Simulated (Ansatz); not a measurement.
The system is CdO (Monteponite).

```xyz
2
Lattice="0.0000 2.3495 2.3495 2.3495 0.0000 2.3495 2.3495 2.3495 0.0000" Properties=species:S:1:pos:R:3 pbc="T T T"
Cd    0.0000    0.0000    0.0000
O     2.3495    2.3495    2.3495
```

Base run:

| Quantity | Value |
| --- | --- |
| Program | Ansatz 0.2.0 |
| Functional | rPW86-PBE |
| Potentials or basis | Ansatz PAW |
| Cutoff | 420 eV (not typed: the program's choice for these potentials) |
| k mesh | 10 × 10 × 10 |
| Occupations | fermi-dirac, width 0.05 eV |
| Spin | no spin polarisation |

Its results: band gap on the k mesh none (metal or under the smearing width); pressure 11.8 GPa.

Task: The run is repeated on the same cell with these changes: functional from rPW86-PBE to PBE. What comes out?

Result: Band gap on the k mesh none (metal or under the smearing width); pressure 6.1 GPa.

Caveats: this crystal is a semiconductor, whose small gap the functional closes, so the metal is an error of the method; the PAW data sets come from PBE, with cores solved anew for the run's functional, which leaves a small shift of forces and pressure (some runs).
